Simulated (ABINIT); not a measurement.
# BaTiO3 (Barioperovskite) (Amm2) in ABINIT: reference runs

Aim: a first look at BaTiO3 (Barioperovskite) with PBE, on the cell as given and on a disturbed one.

All numbers are computed with ABINIT 10.8.3 (patched build); they aren't measurements. Logs are shortened: lines on timing, memory, paths and dates and some standing lists are left out, and cuts for length are marked. The log counts tension as positive stress, the text compression.

## Step 1: The structure

The structure is orthorhombic, space group Amm2 (No. 38). Conventional cell: a = 3.986 Å, b = 5.674 Å, c = 5.690 Å, α = 90.00°, β = 90.00°, γ = 90.00°. Around Ba (site symmetry mm2) lie 12 O at 2.77 to 2.92 Å. Ti (site symmetry mm2) has 6 O at 1.93 to 2.09 Å as nearest neighbours. O (site symmetry m) is surrounded by 2 Ti at 1.93 to 2.09 Å. O (site symmetry mm2) is surrounded by 2 Ti at 2.00 Å.

## Step 2: Single point, PBE

File run.abi:

```
# Pseudopotentials
pp_dirpath "./"
pseudos "Ba.GGA_PBE-JTH.xml, Ti.GGA_PBE-JTH.xml, O.GGA_PBE-JTH.xml"

# Structure
acell 3*1.0
rprim
     7.5315034697     0.0000000000     0.0000000000
     0.0000000000     5.3609640430     5.3765542835
     0.0000000000    -5.3609640430     5.3765542835
ntypat 3
znucl 56 22 8
natom 5
typat 1 2 3 3 3
xred
     0.0000000000     0.0000000000     0.0000000000
     0.5000000000     0.5124000000     0.5124000000
     0.5000000000     0.9918400000     0.5052400000
     0.5000000000     0.5052400000     0.9918400000
     0.0000000000     0.4874000000     0.4874000000
chkprim 0
chksymtnons 0
tolsym 1.0e-6

# Plane-wave basis
ecut 23.0
pawecutdg 45.0
pawxcdev 0

# k points
kptopt 1
ngkpt 7 7 7
nshiftk 1
shiftk 0.0 0.0 0.0

# Exchange and correlation
ixc 11

# Bands and occupations
nband 24
occopt 3
tsmear 0.00183747

# SCF cycle
nstep 100
tolvrs 1.0e-9

# Output
iomode 3
prtwf 0
prteig 0
prtebands 0
enunit 2
prtden 1
prtvha 1
prtvclmb 1
prtpot 1
```

Potentials or basis: JTH PAW PBE v2.0.

Launch:

```bash
abinit run.abi > log 2>&1
```

run.abo:

```text
.Version 10.8.3 of ABINIT
 Symmetries : space group Am m 2 (# 38); Bravais oC (1-face-center ortho.)
================================================================================
 Values of the parameters that define the memory need of the present run
     intxc =       0    ionmov =       0      iscf =      17    lmnmax =      18
     lnmax =       6     mgfft =      36  mpssoang =       3    mqgrid =    3001
     natom =       5  nloc_mem =       2    nspden =       1   nspinor =       1
    nsppol =       1      nsym =       4    n1xccc =       1    ntypat =       3
    occopt =       3   xclevel =       2
       mpw =        2304          nfft =       46656          nkpt =          64
 PAW method is used; the additional fine FFT grid is defined by:
   mgfftf=        48    nfftf =    110592
================================================================================
================================================================================

--------------------------------------------------------------------------------
------------- Echo of variables that govern the present computation ------------
--------------------------------------------------------------------------------
 -outvars: echo values of preprocessed input variables --------
            acell      1.0000000000E+00  1.0000000000E+00  1.0000000000E+00 Bohr
              amu      1.37327000E+02  4.78800000E+01  1.59994000E+01
          chkprim           0
      chksymtnons           0
             ecut      2.30000000E+01 Hartree
           enunit           2
                       outvar_i_n : Printing only first  50 k-points.
              ixc          11
                       outvar_i_n : Printing only first  50 k-points.
         kptrlatt        7    0    0      0    7    0      0    0    7
          kptrlen      5.27205243E+01
            natom           5
            nband          24
            ngfft          36      36      36
          ngfftdg          48      48      48
             nkpt          64
            nstep         100
             nsym           4
           ntypat           3
                       prtocc : prtvol=0, do not print more k-points.
           occopt           3
        pawecutdg      4.50000000E+01 Hartree
         pawxcdev           0
        prtebands           0
           prteig           0
           prtpot           1
         prtvclmb           1
           prtvha           1
            prtwf           0
            rprim      7.5315034697E+00  0.0000000000E+00  0.0000000000E+00
                       0.0000000000E+00  5.3609640430E+00  5.3765542835E+00
                       0.0000000000E+00 -5.3609640430E+00  5.3765542835E+00
          spgroup          38
           tolsym      1.00000000E-06
           tolvrs      1.00000000E-09
           tsmear      1.83747000E-03 Hartree
            typat      1  2  3  3  3
           useylm           1
                       outvars : Printing only first  50 k-points.
           xangst      0.0000000000E+00  0.0000000000E+00  0.0000000000E+00
                       1.9927499986E+00 -3.4085978378E-16  2.9157097180E+00
                       1.9927499986E+00  1.3804355391E+00  4.2594171591E+00
                       1.9927499986E+00 -1.3804355391E+00  4.2594171591E+00
                       0.0000000000E+00 -5.9403946577E-19  2.7734522181E+00
            xcart      0.0000000000E+00  0.0000000000E+00  0.0000000000E+00
                       3.7657517348E+00 -6.4413163868E-16  5.5098928297E+00
                       3.7657517348E+00  2.6086451033E+00  8.0491318867E+00
                       3.7657517348E+00 -2.6086451033E+00  8.0491318867E+00
                       0.0000000000E+00 -1.1225718983E-18  5.2410651156E+00
             xred      0.0000000000E+00  0.0000000000E+00  0.0000000000E+00
                       5.0000000000E-01  5.1240000000E-01  5.1240000000E-01
                       5.0000000000E-01  9.9184000000E-01  5.0524000000E-01
                       5.0000000000E-01  5.0524000000E-01  9.9184000000E-01
                       0.0000000000E+00  4.8740000000E-01  4.8740000000E-01
            znucl       56.00000   22.00000    8.00000

================================================================================

 chkinp: Checking input parameters for consistency.

================================================================================
== DATASET  1 ==================================================================
[... 134 lines left out ...]

 ----iterations are completed or convergence reached----

 Mean square residual over all n,k,spin=   12.057E-08; max=  54.232E-06
 reduced coordinates (array xred) for    5 atoms
       0.000000000000      0.000000000000      0.000000000000
       0.500000000000      0.512400000000      0.512400000000
       0.500000000000      0.991840000000      0.505240000000
       0.500000000000      0.505240000000      0.991840000000
       0.000000000000      0.487400000000      0.487400000000
 rms dE/dt=  1.8598E-02; max dE/dt=  2.8753E-02; dE/dt below (all hartree)
    1       0.000000000000     -0.016337696376     -0.016337696376
    2       0.000000000000     -0.016427065666     -0.016427065666
    3       0.000000000000      0.026442286209      0.028753149561
    4       0.000000000000      0.028753149561      0.026442286209
    5       0.000000000000     -0.023052376697     -0.023052376697

 cartesian coordinates (angstrom) at end:
    1      0.00000000000000     0.00000000000000     0.00000000000000
    2      1.99274999864915    -0.00000000000000     2.91570971803333
    3      1.99274999864915     1.38043553907615     4.25941715912699
    4      1.99274999864915    -1.38043553907615     4.25941715912699
    5      0.00000000000000    -0.00000000000000     2.77345221812929

 cartesian forces (hartree/bohr) at end:
    1     -0.00000000000000    -0.00000000000000     0.00301556627673
    2     -0.00000000000000     0.00000000000000     0.00303218831482
    3     -0.00000000000000     0.00021552684677    -0.00515610129038
    4     -0.00000000000000    -0.00021552684677    -0.00515610129038
    5     -0.00000000000000     0.00000000000000     0.00426444798921
 frms,max,avg= 2.4459080E-03 5.1561013E-03   0.000E+00  0.000E+00  2.313E-05 h/b

 cartesian forces (eV/Angstrom) at end:
    1     -0.00000000000000    -0.00000000000000     0.15506665266651
    2     -0.00000000000000     0.00000000000000     0.15592139223113
    3     -0.00000000000000     0.01108283606487    -0.26513738864839
    4     -0.00000000000000    -0.01108283606487    -0.26513738864839
    5     -0.00000000000000     0.00000000000000     0.21928673239914
 frms,max,avg= 1.2577364E-01 2.6513739E-01   0.000E+00  0.000E+00  1.189E-03 e/A
 length scales=  1.000000000000  1.000000000000  1.000000000000 bohr
              =  0.529177210544  0.529177210544  0.529177210544 angstroms
 Fermi (or HOMO) energy (hartree) =   0.18700   Average Vxc (hartree)=  -0.41556
 Eigenvalues (hartree) for nkpt=  64  k points:
 kpt#   1, nband= 24, wtk=  0.00292, kpt=  0.0000  0.0000  0.0000 (reduced coord)
  -1.92512   -1.05175   -1.05170   -1.05114   -0.76008   -0.46854   -0.44411   -0.44353
  -0.21546   -0.21525   -0.21467    0.06793    0.06801    0.06804    0.10762    0.10969
   0.11171    0.13901    0.14281    0.14444    0.22051    0.22282    0.22857    0.30095
      occupation numbers for kpt#   1
   2.00000    2.00000    2.00000    2.00000    2.00000    2.00000    2.00000    2.00000
   2.00000    2.00000    2.00000    2.00000    2.00000    2.00000    2.00000    2.00000
   2.00000    2.00000    2.00000    2.00000    0.00000    0.00000    0.00000    0.00000
 prteigrs : prtvol=0 or 1, do not print more k-points.

 Fermi (or HOMO) energy (eV) =   5.08862   Average Vxc (eV)= -11.30788
 Eigenvalues (   eV  ) for nkpt=  64  k points:
 kpt#   1, nband= 24, wtk=  0.00292, kpt=  0.0000  0.0000  0.0000 (reduced coord)
 -52.38505  -28.61969  -28.61831  -28.60299  -20.68286  -12.74962  -12.08490  -12.06916
  -5.86299   -5.85730   -5.84142    1.84853    1.85076    1.85133    2.92854    2.98479
   3.03982    3.78254    3.88602    3.93036    6.00026    6.06328    6.21966    8.18917
 prteigrs : prtvol=0 or 1, do not print more k-points.

--- !EnergyTerms
iteration_state     : {dtset: 1, }
comment             : Components of total free energy in Hartree
kinetic             :  3.97004012776335E+01
hartree             :  2.94581063146014E+01
xc                  : -2.18717598285969E+01
Ewald energy        : -1.03458783850548E+02
psp_core            :  9.30123220463291E+00
local_psp           : -9.02682423778728E+01
PAW spherical_terms :  3.87992645125417E+00
internal            : -1.33259119808895E+02
'-kT*entropy'       : -1.44647679502917E-11
total_energy        : -1.33259119808910E+02
total_energy_eV     : -3.62616537991970E+03
...

--- !EnergyTermsDC
iteration_state     : {dtset: 1, }
comment             : '"Double-counting" decomposition of free energy'
band_energy         : -1.42988331643419E+01
Ewald energy        : -1.03458783850548E+02
psp_core            :  9.30123220463291E+00
xc_dc               : -2.77458853807489E+01
PAW spherical_terms :  2.94314911535637E+00
internal            : -1.33259121075649E+02
'-kT*entropy'       : -1.44647679502917E-11
total_energy_dc     : -1.33259121075664E+02
total_energy_dc_eV  : -3.62616541438983E+03
...

--- !EnergyTermsWithPAWCore
iteration_state     : {dtset: 1, }
comment             : 'Components of total free energy, including PAW core contributions'
Total energy        : -9.21556022607423E+03
Total energy DC     : -9.21556022734098E+03
Total energy (eV)   : -2.50768168784806E+05
Total energy DC (eV): -2.50768168819276E+05
...

 Cartesian components of stress tensor (hartree/bohr^3)
  sigma(1 1)= -1.22538698E-04  sigma(3 2)=  0.00000000E+00
  sigma(2 2)= -1.27000694E-04  sigma(3 1)=  0.00000000E+00
  sigma(3 3)= -1.05373165E-04  sigma(2 1)=  0.00000000E+00

-Cartesian components of stress tensor (GPa)         [Pressure=  3.4806E+00 GPa]
- sigma(1 1)= -3.60521297E+00  sigma(3 2)=  0.00000000E+00
- sigma(2 2)= -3.73648943E+00  sigma(3 1)=  0.00000000E+00
- sigma(3 3)= -3.10018556E+00  sigma(2 1)=  0.00000000E+00

== END DATASET(S) ==============================================================
================================================================================

 -outvars: echo values of variables after computation  --------
            acell      1.0000000000E+00  1.0000000000E+00  1.0000000000E+00 Bohr
           etotal     -1.3325912108E+02
            fcart     -0.0000000000E+00 -8.9094034710E-20  3.0155662767E-03
                      -0.0000000000E+00  1.6204863843E-21  3.0321883148E-03
                      -0.0000000000E+00  2.1552684677E-04 -5.1561012904E-03
                      -0.0000000000E+00 -2.1552684677E-04 -5.1561012904E-03
                      -0.0000000000E+00  3.6704680773E-19  4.2644479892E-03
            rprim      7.5315034697E+00  0.0000000000E+00  0.0000000000E+00
                       0.0000000000E+00  5.3609640430E+00  5.3765542835E+00
                       0.0000000000E+00 -5.3609640430E+00  5.3765542835E+00
           strten     -1.2253869805E-04 -1.2700069432E-04 -1.0537316529E-04
                       0.0000000000E+00  0.0000000000E+00  0.0000000000E+00
           xangst      0.0000000000E+00  0.0000000000E+00  0.0000000000E+00
                       1.9927499986E+00 -3.4085978378E-16  2.9157097180E+00
                       1.9927499986E+00  1.3804355391E+00  4.2594171591E+00
                       1.9927499986E+00 -1.3804355391E+00  4.2594171591E+00
                       0.0000000000E+00 -5.9403946577E-19  2.7734522181E+00
             xred      0.0000000000E+00  0.0000000000E+00  0.0000000000E+00
                       5.0000000000E-01  5.1240000000E-01  5.1240000000E-01
                       5.0000000000E-01  9.9184000000E-01  5.0524000000E-01
                       5.0000000000E-01  5.0524000000E-01  9.9184000000E-01
                       0.0000000000E+00  4.8740000000E-01  4.8740000000E-01
 Calculation completed.
```

It took 2.7 min on 1 thread of Arm Neoverse V2, shared host; peak memory 0.22 GiB.

Results:

```yaml
Free_energy: -3626.1654 eV
Pressure: 3.5 GPa
Largest_force: 0.265 eV/Å
Band_gap_on_the_k_mesh: 1.94 eV, indirect (least direct gap 2.07 eV)
```

Forces in eV/Å, atoms in the order of the input:
```
Ba   0.000  0.000  0.155
Ti   0.000  0.000  0.156
O    0.000  0.011 -0.265
O    0.000 -0.011 -0.265
O    0.000  0.000  0.219
```

Caveat: this set's barium file shifts pressures by 1.5 GPa and gaps by 0.1 eV against other sets; spin-orbit coupling is left out, which moves the levels of the heavy elements; an odd mesh through Γ misses points on the zone boundary, where band edges often lie; the atomic spheres overlap.

## Step 3: Single point, PBE (atoms moved at random, drawn with an rms of 0.05 Å)

run.abi: that of step 2 with these lines changed.

```diff
@@ -15,7 +15,7 @@
 xred
-     0.0000000000     0.0000000000     0.0000000000
-     0.5000000000     0.5124000000     0.5124000000
-     0.5000000000     0.9918400000     0.5052400000
-     0.5000000000     0.5052400000     0.9918400000
-     0.0000000000     0.4874000000     0.4874000000
+     0.0005220000    -0.0001460000     0.0060690000
+     0.5039280000     0.5132700000     0.5199710000
+     0.5003990000     0.9771650000     0.5031310000
+     0.5168270000     0.5021070000     1.0096530000
+     0.0052460000     0.4897220000     0.5025510000
 chkprim 0
@@ -28,2 +28,3 @@
 pawxcdev 0
+pawovlp 30
 
@@ -41,3 +42,3 @@
 occopt 3
-tsmear 0.00183747
+tsmear 0.05 eV
 
@@ -52,3 +53,2 @@
 prtebands 0
-enunit 2
 prtden 1
```

Potentials or basis: JTH PAW PBE v2.0.

Launch:

```bash
abinit run.abi > log 2>&1
```

run.abo:

```text
.Version 10.8.3 of ABINIT
 Symmetries : space group P1 (#  1); Bravais aP (primitive triclinic)
================================================================================
 Values of the parameters that define the memory need of the present run
     intxc =       0    ionmov =       0      iscf =      17    lmnmax =      18
     lnmax =       6     mgfft =      36  mpssoang =       3    mqgrid =    3001
     natom =       5  nloc_mem =       2    nspden =       1   nspinor =       1
    nsppol =       1      nsym =       1    n1xccc =       1    ntypat =       3
    occopt =       3   xclevel =       2
       mpw =        2304          nfft =       46656          nkpt =         172
 PAW method is used; the additional fine FFT grid is defined by:
   mgfftf=        48    nfftf =    110592
================================================================================
================================================================================

--------------------------------------------------------------------------------
------------- Echo of variables that govern the present computation ------------
--------------------------------------------------------------------------------
 -outvars: echo values of preprocessed input variables --------
            acell      1.0000000000E+00  1.0000000000E+00  1.0000000000E+00 Bohr
              amu      1.37327000E+02  4.78800000E+01  1.59994000E+01
          chkprim           0
      chksymtnons           0
             ecut      2.30000000E+01 Hartree
                       outvar_i_n : Printing only first  50 k-points.
              ixc          11
[... 284 lines left out ...]
  sigma(3 3)= -1.38798093E-04  sigma(2 1)= -1.29426797E-06

-Cartesian components of stress tensor (GPa)         [Pressure=  4.1424E+00 GPa]
- sigma(1 1)= -4.05548615E+00  sigma(3 2)= -1.21639785E+00
- sigma(2 2)= -4.28806405E+00  sigma(3 1)=  2.63517606E-02
- sigma(3 3)= -4.08358088E+00  sigma(2 1)= -3.80786783E-02

== END DATASET(S) ==============================================================
================================================================================

 -outvars: echo values of variables after computation  --------
            acell      1.0000000000E+00  1.0000000000E+00  1.0000000000E+00 Bohr
           etotal     -1.3325859347E+02
            fcart      2.4879658679E-03 -1.8518916122E-03  3.4231456867E-03
                      -8.1548304257E-04  3.3951132163E-03  9.8252031961E-04
                       1.1517488738E-03  1.7157768530E-03  6.2842429406E-03
                      -5.3021470393E-03  1.2392406620E-03 -1.1253145788E-02
                       2.4779153402E-03 -4.4982391190E-03  5.6323684097E-04
            rprim      7.5315034697E+00  0.0000000000E+00  0.0000000000E+00
                       0.0000000000E+00  5.3609640430E+00  5.3765542835E+00
                       0.0000000000E+00 -5.3609640430E+00  5.3765542835E+00
           strten     -1.3784317234E-04 -1.4574833468E-04 -1.3879809284E-04
                      -4.1344522547E-05  8.9567813915E-07 -1.2942679679E-06
           xangst      2.0804309986E-03 -1.7631333488E-02  1.6851823439E-02
                       2.0084050426E+00 -1.9010066887E-02  2.9397256292E+00
                       1.9943402131E+00  1.3447870537E+00  4.2116641616E+00
                       2.0598140071E+00 -1.4398572464E+00  4.3011839611E+00
                       2.0907932986E-02 -3.6394590076E-02  2.8231655240E+00
             xred      5.2200000000E-04 -1.4600000000E-04  6.0690000000E-03
                       5.0392800000E-01  5.1327000000E-01  5.1997100000E-01
                       5.0039900000E-01  9.7716500000E-01  5.0313100000E-01
                       5.1682700000E-01  5.0210700000E-01  1.0096530000E+00
                       5.2460000000E-03  4.8972200000E-01  5.0255100000E-01
 Calculation completed.
```

Wall time 6.6 min (1 thread of Arm Neoverse V2, shared host); peak memory 0.38 GiB.

What came out:

- Free energy: -3626.1511 eV
- Pressure: 4.1 GPa
- Largest force: 0.643 eV/Å
- Band gap on the k mesh: 1.96 eV, indirect (least direct gap 2.14 eV)

Forces on the atoms (eV/Å):
```
Ba   0.128 -0.095  0.176
Ti  -0.042  0.175  0.051
O    0.059  0.088  0.323
O   -0.273  0.064 -0.579
O    0.127 -0.231  0.029
```

Stress tensor (GPa, compression positive):
```
 4.06  0.04 -0.03
 0.04  4.29  1.22
-0.03  1.22  4.08
```

Levels at points of the mesh, in eV from the valence-band top:
```csv
k point,band 17,band 18,band 19,band 20,band 21,band 22,band 23,band 24
"(0.00, 0.00, 0.00)",-1.03,-0.27,-0.26,-0.18,1.96,2.12,2.18,4.13
```

Caveat: this set's barium file shifts pressures by 1.5 GPa and gaps by 0.1 eV against other sets; spin-orbit coupling is left out, which moves the levels of the heavy elements; an odd mesh through Γ misses points on the zone boundary, where band edges often lie; the atomic spheres overlap.
